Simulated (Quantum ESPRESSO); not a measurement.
# La (Im-3m) in Quantum ESPRESSO: a series of runs

The runs below take La through single point, equation of state, with PBEsol.

Everything below comes from runs of Quantum ESPRESSO 7.5. Logs are shortened: lines on timing, memory, paths and dates and some standing lists are left out, and cuts for length are marked.

### Step 1. Starting point

Symmetry: Im-3m, No. 229, cubic system. The conventional cell has a = 4.248 Å, b = 4.248 Å, c = 4.248 Å, α = 90.00°, β = 90.00°, γ = 90.00°. La (site symmetry m-3m) is surrounded by 8 La at 3.68 Å.

This isn't the form of La at room conditions, which is double hcp.

### Step 2. Single point, PBEsol, 36.02 Å³/atom

The input, pw.in:

```
&CONTROL
  calculation = 'scf'
  prefix = 'pwscf'
  outdir = './tmp'
  pseudo_dir = './pseudo'
  tprnfor = .true.
  tstress = .true.
  disk_io = 'nowf'
/
&SYSTEM
  ibrav = 0
  nat = 1
  ntyp = 1
  ecutwfc = 110
  nbnd = 11
  occupations = 'smearing'
  smearing = 'fd'
  degauss = 0.00367493
/
&ELECTRONS
  conv_thr = 2d-10
  electron_maxstep = 120
  mixing_beta = 0.5
/
ATOMIC_SPECIES
La   138.9055 La.upf
CELL_PARAMETERS angstrom
  -2.0804754144    2.0804754144    2.0804754144
   2.0804754144   -2.0804754144    2.0804754144
   2.0804754144    2.0804754144   -2.0804754144
ATOMIC_POSITIONS crystal
La     0.0000000000    0.0000000000    0.0000000000
K_POINTS automatic
9 9 9 0 0 0
```

Potentials or basis: PseudoDojo 0.4.1 SR PBEsol standard.

Command:

```
$ OMP_NUM_THREADS=1 pw.x -in pw.in > pw.out
```

pw.out:

```text
This program is part of the open-source Quantum ESPRESSO suite
     for quantum simulation of materials; please cite
[... 9 lines left out ...]
     --------------------
     sticks:   dense  smooth     PW     G-vecs:    dense   smooth      PW
     Sum        1535    1535    449                37887    37887    5895

     Using Slab Decomposition

     bravais-lattice index     =            0
     lattice parameter (alat)  =       6.8096  a.u.
     unit-cell volume          =     243.0773 (a.u.)^3
     number of atoms/cell      =            1
     number of atomic types    =            1
     number of electrons       =        11.00
     number of Kohn-Sham states=           11
     kinetic-energy cutoff     =     110.0000  Ry
     charge density cutoff     =     440.0000  Ry
     scf convergence threshold =      2.0E-10
     mixing beta               =       0.5000
     number of iterations used =            8  plain     mixing
     Exchange-correlation= PBESOL
                           (   1   4  10   8   0   0   0)

     celldm(1)=   6.809608  celldm(2)=   0.000000  celldm(3)=   0.000000
     celldm(4)=   0.000000  celldm(5)=   0.000000  celldm(6)=   0.000000

     crystal axes: (cart. coord. in units of alat)
               a(1) = (  -0.577350   0.577350   0.577350 )
               a(2) = (   0.577350  -0.577350   0.577350 )
               a(3) = (   0.577350   0.577350  -0.577350 )

     reciprocal axes: (cart. coord. in units 2 pi/alat)
               b(1) = ( -0.000000  0.866025  0.866025 )
               b(2) = (  0.866025 -0.000000  0.866025 )
               b(3) = (  0.866025  0.866025  0.000000 )

     PseudoPot. # 1 for La read from file:
     La.upf
     Pseudo is Norm-conserving + core correction, Zval = 11.0
     Generated using ONCVPSP code by D. R. Hamann
     Using radial grid of 1812 points,  8 beta functions with:
                l(1) =   0
                l(2) =   0
                l(3) =   1
                l(4) =   1
                l(5) =   2
                l(6) =   2
                l(7) =   3
                l(8) =   3

     atomic species   valence    mass     pseudopotential
     La               11.00   138.90550     La( 1.00)

     48 Sym. Ops., with inversion, found

   Cartesian axes

     site n.     atom                  positions (alat units)
         1        La     tau(   1) = (   0.0000000   0.0000000   0.0000000  )

     number of k points=    35  Fermi-Dirac smearing, width (Ry)=  0.0037
                       cart. coord. in units 2pi/alat
        k(    1) = (   0.0000000   0.0000000   0.0000000), wk =   0.0027435
        k(    2) = (   0.0962250   0.0962250   0.0000000), wk =   0.0329218
        k(    3) = (   0.1924501   0.1924501   0.0000000), wk =   0.0329218
        k(    4) = (   0.2886751   0.2886751   0.0000000), wk =   0.0329218
        k(    5) = (   0.3849002   0.3849002   0.0000000), wk =   0.0329218
        k(    6) = (   0.1924501   0.0962250   0.0962250), wk =   0.0658436
[... 27 lines left out ...]
        k(   34) = (  -0.7698004  -0.0962250  -0.0962250), wk =   0.0219479
        k(   35) = (   0.0000000   0.0000000   0.7698004), wk =   0.0164609

     Dense  grid:    37887 G-vectors     FFT dimensions: (  45,  45,  45)

     Initial potential from superposition of free atoms

     starting charge      10.9919, renormalised to      11.0000
     Starting wfcs are   10 randomized atomic wfcs +    1 random wfcs

     Self-consistent Calculation

     iteration #  1     ecut=   110.00 Ry     beta= 0.50
     Davidson diagonalization with overlap
     ethr =  1.00E-02,  avg # of iterations = 10.3

     Threshold (ethr) on eigenvalues was too large:
     Diagonalizing with lowered threshold

     Davidson diagonalization with overlap
     c_bands:  1 eigenvalues not converged
     c_bands:  1 eigenvalues not converged
     c_bands:  1 eigenvalues not converged
     c_bands:  1 eigenvalues not converged
     c_bands:  1 eigenvalues not converged
     c_bands:  1 eigenvalues not converged
     c_bands:  1 eigenvalues not converged
     c_bands:  1 eigenvalues not converged
     c_bands:  2 eigenvalues not converged
     ethr =  2.59E-05,  avg # of iterations = 19.7

     total energy              =     -70.21512923 Ry
     estimated scf accuracy    <       0.00173974 Ry

     iteration #  2     ecut=   110.00 Ry     beta= 0.50
     Davidson diagonalization with overlap
     c_bands:  1 eigenvalues not converged
     c_bands:  2 eigenvalues not converged
     c_bands:  1 eigenvalues not converged
     c_bands:  1 eigenvalues not converged
     c_bands:  1 eigenvalues not converged
     ethr =  1.58E-05,  avg # of iterations =  7.7

     total energy              =     -70.21548851 Ry
     estimated scf accuracy    <       0.00009591 Ry

     iteration #  3     ecut=   110.00 Ry     beta= 0.50
     Davidson diagonalization with overlap
     c_bands:  3 eigenvalues not converged
     c_bands:  2 eigenvalues not converged
     c_bands:  2 eigenvalues not converged
     c_bands:  2 eigenvalues not converged
     c_bands:  3 eigenvalues not converged
     c_bands:  2 eigenvalues not converged
     c_bands:  2 eigenvalues not converged
     c_bands:  1 eigenvalues not converged
     c_bands:  1 eigenvalues not converged
     c_bands:  1 eigenvalues not converged
     c_bands:  2 eigenvalues not converged
     c_bands:  1 eigenvalues not converged
     c_bands:  2 eigenvalues not converged
     ethr =  8.72E-07,  avg # of iterations = 13.8

     total energy              =     -70.21560325 Ry
     estimated scf accuracy    <       0.00002171 Ry

     iteration #  4     ecut=   110.00 Ry     beta= 0.50
     Davidson diagonalization with overlap
     c_bands:  1 eigenvalues not converged
     c_bands:  2 eigenvalues not converged
     c_bands:  2 eigenvalues not converged
     c_bands:  1 eigenvalues not converged
     c_bands:  1 eigenvalues not converged
     c_bands:  1 eigenvalues not converged
     c_bands:  1 eigenvalues not converged
     c_bands:  2 eigenvalues not converged
     c_bands:  1 eigenvalues not converged
     ethr =  1.97E-07,  avg # of iterations =  8.2

     total energy              =     -70.21560727 Ry
     estimated scf accuracy    <       0.00000451 Ry

     iteration #  5     ecut=   110.00 Ry     beta= 0.50
[... 40 lines left out ...]
     c_bands:  1 eigenvalues not converged
     c_bands:  1 eigenvalues not converged
     c_bands:  1 eigenvalues not converged
     c_bands:  4 eigenvalues not converged
     c_bands:  1 eigenvalues not converged
     c_bands:  1 eigenvalues not converged
     c_bands:  1 eigenvalues not converged
     c_bands:  1 eigenvalues not converged
     ethr =  8.12E-12,  avg # of iterations = 10.8

     End of self-consistent calculation

          k = 0.0000 0.0000 0.0000 (  4753 PWs)   bands (ev):

   -21.3754  -4.2361  -4.2361  -4.2361   8.2449  12.9491  12.9524  12.9685
    12.9685  12.9685  13.7279

          k = 0.0962 0.0962 0.0000 (  4749 PWs)   bands (ev):

   -21.3486  -4.4378  -4.2947  -4.2387   8.6429  12.4661  12.4735  12.9366
    13.0861  13.2855  13.2910

          k = 0.1925 0.1925 0.0000 (  4737 PWs)   bands (ev):

   -21.2799  -4.9140  -4.4389  -4.2456   9.4896  11.9392  12.0692  12.9208
    13.2219  13.3810  13.4730

          k = 0.2887 0.2887 0.0000 (  4762 PWs)   bands (ev):

   -21.2000  -5.4083  -4.5959  -4.2537   9.7844  11.4995  12.5358  12.9322
    13.2864  13.4249  13.5611

          k = 0.3849 0.3849 0.0000 (  4730 PWs)   bands (ev):

   -21.1467  -5.7098  -4.6948  -4.2592   9.6194  11.2563  12.9534  13.0377
    13.3135  13.5806  13.5963

          k = 0.1925 0.0962 0.0962 (  4734 PWs)   bands (ev):

   -21.3009  -4.7647  -4.3655  -4.2859   9.3069  12.0341  12.1146  12.9316
    13.2054  13.3931  13.3989

          k = 0.2887 0.1925 0.0962 (  4744 PWs)   bands (ev):

   -21.2263  -5.2050  -4.5435  -4.3112  10.0239  11.6400  11.9823  12.9650
    13.2911  13.3956  13.4974

          k = 0.3849 0.2887 0.0962 (  4733 PWs)   bands (ev):

   -21.1594  -5.5605  -4.7103  -4.3234   9.9913  11.3909  12.6328  13.0325
    13.3013  13.4878  13.5682

          k = 0.4811 0.3849 0.0962 (  4725 PWs)   bands (ev):

   -21.1326  -5.6951  -4.7754  -4.3278   9.8734  11.2983  12.9756  12.9803
    13.3114  13.5896  13.6799

          k = 0.3849 0.1925 0.1925 (  4731 PWs)   bands (ev):

   -21.1645  -5.4341  -4.7620  -4.3837  10.5137  11.4013  12.1504  13.0556
    13.2904  13.4391  13.5388

          k = 0.4811 0.2887 0.1925 (  4736 PWs)   bands (ev):

   -21.1235  -5.5299  -4.9748  -4.4102  10.4966  11.4731  12.5125  13.1117
    13.2735  13.4892  13.6505

          k = 0.5774 0.2887 0.2887 (  4724 PWs)   bands (ev):

   -21.1093  -5.3053  -5.3053  -4.4358  10.7204  11.9750  11.9750  13.2146
    13.3409  13.3409  13.6405

          k = 0.1925 0.1925 0.1925 (  4747 PWs)   bands (ev):

   -21.2448  -5.1309  -4.3929  -4.3929  10.0920  11.6364  11.6364  13.1492
    13.3727  13.3784  13.3785

          k = 0.2887 0.2887 0.1925 (  4747 PWs)   bands (ev):

   -21.1801  -5.4218  -4.6301  -4.4241  10.5961  11.3883  11.9196  13.1869
    13.3643  13.4550  13.4594

          k = 0.3849 0.3849 0.1925 (  4765 PWs)   bands (ev):

   -21.1372  -5.5702  -4.8197  -4.4447  10.4338  11.2751  12.8832  13.1804
    13.3274  13.5356  13.5871

          k =-0.0000-0.0000 0.1925 (  4753 PWs)   bands (ev):

   -21.3228  -4.5074  -4.3547  -4.3547   9.0225  12.4819  12.4819  12.5626
    12.9678  13.4197  13.4204

          k = 0.3849 0.2887 0.2887 (  4747 PWs)   bands (ev):

   -21.1391  -5.4577  -4.8454  -4.5583  10.9977  11.5574  12.1435  13.3179
    13.3869  13.5869  13.6992

          k = 0.4811 0.3849 0.2887 (  4748 PWs)   bands (ev):

   -21.1228  -5.3893  -5.0360  -4.5916  10.9789  11.6718  12.6440  13.2737
    13.3347  13.4498  13.5795

          k = 0.0000-0.0962 0.2887 (  4733 PWs)   bands (ev):

   -21.2563  -4.9127  -4.5022  -4.3904   9.8462  11.9214  12.1700  12.6821
    13.1115  13.4155  13.5168

          k =-0.0000-0.1925 0.3849 (  4726 PWs)   bands (ev):

   -21.1791  -5.3737  -4.6626  -4.3904  10.1353  11.8056  11.9608  12.9547
    13.2393  13.3712  13.5807

          k = 0.0962-0.0962 0.3849 (  4743 PWs)   bands (ev):

   -21.1869  -5.2135  -4.6872  -4.4721  10.4998  11.3734  12.3021  12.7331
    13.1906  13.3318  13.6085

          k = 0.0000-0.2887 0.4811 (  4727 PWs)   bands (ev):

   -21.1276  -5.6580  -4.7635  -4.3888   9.9285  11.5917  12.4724  12.8586
    13.2937  13.5316  13.6393

          k = 0.0962-0.1925 0.4811 (  4735 PWs)   bands (ev):

   -21.1246  -5.4875  -4.8772  -4.4825  10.4911  11.4004  12.2147  12.8944
    13.2114  13.4147  13.6737

          k =-0.7698-0.2887-0.2887 (  4727 PWs)   bands (ev):

   -21.0997  -5.5946  -4.9524  -4.4820  10.3336  11.6677  12.0771  12.7956
    13.2784  13.4917  13.6931

          k =-0.6736-0.1925-0.2887 (  4723 PWs)   bands (ev):

   -21.0887  -5.4495  -5.1725  -4.4991  10.9866  11.1233  11.7785  13.1566
    13.1971  13.4011  13.7005

          k = 0.3849 0.3849 0.3849 (  4736 PWs)   bands (ev):

   -21.1226  -5.2703  -4.8989  -4.8989  11.7142  11.7142  12.1916  13.3239
    13.4554  13.4566  13.4756

          k = 0.0000 0.0000 0.3849 (  4717 PWs)   bands (ev):

   -21.1958  -4.9879  -4.6573  -4.6573  10.5962  11.4117  12.5447  12.5450
    12.9983  13.3125  13.6303

          k =-0.0000-0.0962 0.4811 (  4726 PWs)   bands (ev):

   -21.1256  -5.2901  -4.8256  -4.7137  10.7142  11.1305  12.5063  12.7651
    13.1414  13.2421  13.6387

          k = 0.0000-0.1925 0.5774 (  4741 PWs)   bands (ev):

   -21.0790  -5.5232  -4.9313  -4.7007  10.3434  11.3580  12.3939  12.5435
    13.2473  13.4179  13.7112

          k = 0.0962-0.0962 0.5774 (  4723 PWs)   bands (ev):

   -21.0708  -5.3964  -5.0512  -4.7627  10.4758  10.9330  12.3581  13.0693
    13.0991  13.3368  13.6899

          k =-0.7698-0.1925-0.1925 (  4731 PWs)   bands (ev):

   -21.0489  -5.4342  -5.1660  -4.7557  10.3941  10.8145  12.1796  13.0579
    13.2451  13.3719  13.7234

          k =-0.0000-0.0000 0.5774 (  4753 PWs)   bands (ev):

   -21.0637  -5.2463  -5.0020  -5.0020  10.2375  10.8048  13.0165  13.0166
    13.0545  13.1292  13.6858

          k = 0.0000-0.0962 0.6736 (  4722 PWs)   bands (ev):

   -21.0228  -5.3630  -5.1124  -5.0311   9.9615  10.3228  12.9804  12.9834
    13.2149  13.3203  13.8102

          k =-0.7698-0.0962-0.0962 (  4730 PWs)   bands (ev):

   -21.0037  -5.2861  -5.2861  -5.0455   9.9042   9.9042  12.9391  13.1521
    13.2907  13.2907  13.7751

          k = 0.0000 0.0000 0.7698 (  4734 PWs)   bands (ev):

   -20.9856  -5.2636  -5.2257  -5.2257   9.5784   9.6872  13.0969  13.2603
    13.2612  13.2644  13.8051

     the Fermi energy is    11.4452 ev

!    total energy              =     -70.21560856 Ry
     estimated scf accuracy    <          1.8E-12 Ry
     smearing contrib. (-TS)   =      -0.00182035 Ry
     internal energy E=F+TS    =     -70.21378821 Ry

     The total energy is F=E-TS. E is the sum of the following terms:
     one-electron contribution =      -4.59635566 Ry
     hartree contribution      =       7.04405227 Ry
     xc contribution           =     -16.65944639 Ry
     ewald contribution        =     -56.00203843 Ry

     convergence has been achieved in   8 iterations

     Forces acting on atoms (cartesian axes, Ry/au):

     atom    1 type  1   force =     0.00000000    0.00000000    0.00000000

     Total force =     0.000000     Total SCF correction =     0.000000

     Computing stress (Cartesian axis) and pressure

          total   stress  (Ry/bohr**3)                   (kbar)     P=      -11.84
  -0.00008049   0.00000000   0.00000000          -11.84        0.00        0.00
   0.00000000  -0.00008049   0.00000000            0.00      -11.84        0.00
   0.00000000   0.00000000  -0.00008049            0.00        0.00      -11.84

=------------------------------------------------------------------------------=
   JOB DONE.
=------------------------------------------------------------------------------=
```

It took 30 s on 1 thread of Intel Xeon Platinum 8488C (Sapphire Rapids), shared host; peak memory 0.11 GiB.

What came out:

| Quantity | Value |
| --- | --- |
| Free energy | -955.3320 eV |
| Pressure | -1.2 GPa |
| Band gap on the k mesh | none (metal or under the smearing width) |

### Step 3. Single point, PBEsol, 36.79 Å³/atom

Edit pw.in of step 2 so:

```diff
@@ -27,5 +27,5 @@
 CELL_PARAMETERS angstrom
-  -2.0804754144    2.0804754144    2.0804754144
-   2.0804754144   -2.0804754144    2.0804754144
-   2.0804754144    2.0804754144   -2.0804754144
+  -2.0951271325    2.0951271325    2.0951271325
+   2.0951271325   -2.0951271325    2.0951271325
+   2.0951271325    2.0951271325   -2.0951271325
 ATOMIC_POSITIONS crystal
```

Potentials or basis: PseudoDojo 0.4.1 SR PBEsol standard.

Command:

```
$ OMP_NUM_THREADS=1 pw.x -in pw.in > pw.out
```

Run time: 29 s. Hardware: 1 thread of Intel Xeon Platinum 8488C (Sapphire Rapids), shared host; peak memory 0.11 GiB.

The run converged. Its results:

- Free energy: -955.3252 eV
- Pressure: -1.7 GPa
- Band gap on the k mesh: none (metal or under the smearing width)

### Step 4. Single point, PBEsol, 37.55 Å³/atom

Edit pw.in of step 3 so:

```diff
@@ -27,5 +27,5 @@
 CELL_PARAMETERS angstrom
-  -2.0951271325    2.0951271325    2.0951271325
-   2.0951271325   -2.0951271325    2.0951271325
-   2.0951271325    2.0951271325   -2.0951271325
+  -2.1095767417    2.1095767417    2.1095767417
+   2.1095767417   -2.1095767417    2.1095767417
+   2.1095767417    2.1095767417   -2.1095767417
 ATOMIC_POSITIONS crystal
```

Command:

```
$ OMP_NUM_THREADS=1 pw.x -in pw.in > pw.out
```

It took 37 s on 1 thread of Intel Xeon Platinum 8488C (Sapphire Rapids), shared host; peak memory 0.12 GiB.

The run converged. Its results:

```
Free energy            : -955.3160 eV
Pressure               : -2.2 GPa
Band gap on the k mesh : none (metal or under the smearing width)
```

### Step 5. Single point, PBEsol, 38.32 Å³/atom

Edit pw.in of step 4 so:

```diff
@@ -27,5 +27,5 @@
 CELL_PARAMETERS angstrom
-  -2.1095767417    2.1095767417    2.1095767417
-   2.1095767417   -2.1095767417    2.1095767417
-   2.1095767417    2.1095767417   -2.1095767417
+  -2.1238310710    2.1238310710    2.1238310710
+   2.1238310710   -2.1238310710    2.1238310710
+   2.1238310710    2.1238310710   -2.1238310710
 ATOMIC_POSITIONS crystal
```

Command:

```
$ OMP_NUM_THREADS=1 pw.x -in pw.in > pw.out
```

It took 37 s on 1 thread of Intel Xeon Platinum 8488C (Sapphire Rapids), shared host; peak memory 0.12 GiB.

It converged, with:

- Free energy: -955.3047 eV
- Pressure: -2.6 GPa
- Band gap on the k mesh: none (metal or under the smearing width)

### Step 6. Single point, PBEsol, 39.09 Å³/atom

Edit pw.in of step 5 so:

```diff
@@ -27,5 +27,5 @@
 CELL_PARAMETERS angstrom
-  -2.1238310710    2.1238310710    2.1238310710
-   2.1238310710   -2.1238310710    2.1238310710
-   2.1238310710    2.1238310710   -2.1238310710
+  -2.1378965873    2.1378965873    2.1378965873
+   2.1378965873   -2.1378965873    2.1378965873
+   2.1378965873    2.1378965873   -2.1378965873
 ATOMIC_POSITIONS crystal
```

Potentials or basis: PseudoDojo 0.4.1 SR PBEsol standard.

Command:

```
$ OMP_NUM_THREADS=1 pw.x -in pw.in > pw.out
```

It took 36 s on 1 thread of Intel Xeon Platinum 8488C (Sapphire Rapids), shared host; peak memory 0.12 GiB.

The run converged. Its results:

```
Free energy            : -955.2915 eV
Pressure               : -3.0 GPa
Band gap on the k mesh : none (metal or under the smearing width)
```

### Step 7. Single point, PBEsol, 39.85 Å³/atom

Edit pw.in of step 6 so:

```diff
@@ -27,5 +27,5 @@
 CELL_PARAMETERS angstrom
-  -2.1378965873    2.1378965873    2.1378965873
-   2.1378965873   -2.1378965873    2.1378965873
-   2.1378965873    2.1378965873   -2.1378965873
+  -2.1517794217    2.1517794217    2.1517794217
+   2.1517794217   -2.1517794217    2.1517794217
+   2.1517794217    2.1517794217   -2.1517794217
 ATOMIC_POSITIONS crystal
```

Command:

```
$ OMP_NUM_THREADS=1 pw.x -in pw.in > pw.out
```

Wall time 33 s (1 thread of Intel Xeon Platinum 8488C (Sapphire Rapids), shared host); peak memory 0.12 GiB.

The run converged. Its results:

- Free energy: -955.2765 eV
- Pressure: -3.3 GPa
- Band gap on the k mesh: none (metal or under the smearing width)

### Step 8. Single point, PBEsol, 40.62 Å³/atom

Edit pw.in of step 7 so:

```diff
@@ -27,5 +27,5 @@
 CELL_PARAMETERS angstrom
-  -2.1517794217    2.1517794217    2.1517794217
-   2.1517794217   -2.1517794217    2.1517794217
-   2.1517794217    2.1517794217   -2.1517794217
+  -2.1654853927    2.1654853927    2.1654853927
+   2.1654853927   -2.1654853927    2.1654853927
+   2.1654853927    2.1654853927   -2.1654853927
 ATOMIC_POSITIONS crystal
```

Command:

```
$ OMP_NUM_THREADS=1 pw.x -in pw.in > pw.out
```

It took 35 s on 1 thread of Intel Xeon Platinum 8488C (Sapphire Rapids), shared host; peak memory 0.12 GiB.

The run converged. Its results:

```
Free energy            : -955.2599 eV
Pressure               : -3.6 GPa
Band gap on the k mesh : none (metal or under the smearing width)
```

### Step 9. Equation of state, PBEsol

Potentials or basis: PseudoDojo 0.4.1 SR PBEsol standard.

This step only gathers the single runs of the series.

What came out:

```
Equilibrium volume : 34.45 Å³/atom (rough: see the caveat)
Bulk modulus       : 28 GPa (rough)
```

Energy against volume, from the lowest point:
```tsv
volume (Å³/atom)	energy (meV/atom)
36.020	0.00
36.787	6.86
37.553	16.04
38.320	27.32
39.086	40.55
39.852	55.54
40.619	72.17
```

Caveat: the minimum lies outside the volumes run.
